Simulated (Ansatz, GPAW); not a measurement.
## One calculation of Sb, 3 ways

```xyz
2
Lattice="2.1542 1.2437 3.7580 -2.1542 1.2437 3.7580 0.0000 -2.4875 3.7580" Properties=species:S:1:pos:R:3 pbc="T T T"
Sb    0.0000    0.0000    8.6416
Sb    0.0000    0.0000    2.6324
```

Alike in all runs: task single point; functional PBE; k mesh 8 × 8 × 8; occupations gaussian, width 0.022 eV; no spin polarisation; no spin-orbit coupling. Pressure is positive in compression and, in plane waves, holds the error of the finite cutoff, which Ansatz's Pulay term estimates and takes out.

```tsv
program and potentials	plane-wave cutoff (eV)	notes	pressure (GPa)	largest force (eV/Å)
Ansatz, Ansatz PAW	420	Pulay term of +0.03 GPa included	2.70	0.142
Ansatz, all-electron LAPW, scalar-relativistic	-	-	2.71	0.142
GPAW, GPAW PAW data sets (gpaw-data 1.2.1)	600	-	2.40	0.125
```

Force on atom 1 (Sb), eV/Å:

```tsv
program and potentials	x	y	z
Ansatz, Ansatz PAW	0.000	0.000	-0.142
Ansatz, all-electron LAPW, scalar-relativistic	0.000	0.000	-0.142
GPAW, GPAW PAW data sets (gpaw-data 1.2.1)	0.000	0.000	-0.125
```

The pressure spans 2.40 (GPAW, GPAW PAW data sets (gpaw-data 1.2.1)) to 2.71 GPa (Ansatz, all-electron LAPW, scalar-relativistic), with all-electron results at 2.71.

The functional is the same throughout but for its coding, so the spread measures potentials, basis and numerics; runs on potential files found faulty are left out.

All three calculations put this cell under compression and push the two atoms of the basis the same way. The lattice is close to the measured one for rhombohedral antimony, and PBE usually favours a somewhat larger volume, which probably accounts for most of the positive pressure. The force on atom 1 points away from its three near neighbours and towards the three more distant ones, so it acts to even out the short and long bonds. This fits the picture of the structure as a Peierls-distorted simple cubic lattice of p-bonded atoms: compression strengthens the coupling between bilayers and weakens the drive to distort.

The Ansatz PAW force equals the all-electron value of 0.142 eV/Å, and the pressures nearly coincide. GPAW is lower in both quantities; since the force differs too, stress error from the finite basis is unlikely to be the whole explanation, and the data set may contribute. The residual force does not show that the distortion would vanish on relaxation, only that it would initially shrink at this fixed cell.
